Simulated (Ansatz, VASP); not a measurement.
Mg: VASP beside Ansatz

The input INCAR:

```
PREC = Accurate ; ENCUT = 520
EDIFF = 1E-6 ; ISMEAR = -1
SIGMA = 0.08 ; LREAL = F
LASPH = T ; NELM = 60
ALGO = Normal ; ISIF = 2
LWAVE = F ; LCHARG = T
GGA = CA ; LELF = T
LVHAR = T ; NBANDS = 7
```

KPOINTS

```
Automatic mesh
0
Gamma
  15 15 15
```

POSCAR

```
Mg
1.0
   -1.4103761656      1.4103761656      1.4103761656
    1.4103761656     -1.4103761656      1.4103761656
    1.4103761656      1.4103761656     -1.4103761656
Mg
1
Direct
    0.0000000000      0.0000000000      0.0000000000
```

Input for Ansatz:

```yaml
crystal:
  lattice:
    - [-1.4103761656, 1.4103761656, 1.4103761656]
    - [1.4103761656, -1.4103761656, 1.4103761656]
    - [1.4103761656, 1.4103761656, -1.4103761656]
  atoms:
    - { symbol: Mg, position: [0.0, 0.0, 0.0] }
kpoints:
  mp_grid: { grid: [15, 15, 15] }
  band_path:
    path:
      - [0.0, 0.0, 0.0]
      - [0.5, -0.5, 0.5]
      - [0.0, 0.0, 0.5]
      - [0.0, 0.0, 0.0]
      - [0.25, 0.25, 0.25]
      - [0.5, -0.5, 0.5]
      - [0.25, 0.25, 0.25]
      - [0.0, 0.0, 0.5]
    npoints: 8
scf:
  occupations: { method: fermi_dirac, width: 0.08 }
hamiltonian:
  xc: lda
  pseudopotentials: { kind: all_electron, lapw: { basis_error: 0.001 } }
output:
  forces: true
  stress: true
  eigenvalues: true
  populations: true
  dos: { projected: true, de: 0.2, e_range: [-14, 8] }
```

Change from the starting cell: volume scaled by 0.52, LAPW.

Alike in both runs: task single point; functional LDA; k mesh 15 × 15 × 15; occupations fermi-dirac, width 0.08 eV; no spin polarisation.

|  | VASP | Ansatz |
| --- | --- | --- |
| version | VASP 6.6.1 | Ansatz 0.2.0 |
| potentials or method | VASP PAW LDA potentials, release 64 (Mg) | all-electron LAPW, scalar-relativistic |
| plane-wave cutoff (eV) | 520 | see its input |

Ansatz gave:

| Item | Value |
| --- | --- |
| pressure (GPa) | 91.8 |

Problem. Estimate VASP's values.

Solution. Pressure (GPa): 93.1.

Ansatz ran all-electron here, so the differences hold the error of VASP's frozen core and of both bases.

Caveats: the cell as given lies far from equilibrium; so large a pressure means that the cell lies far from this level's equilibrium, or that cutoff or potentials fall short (VASP).
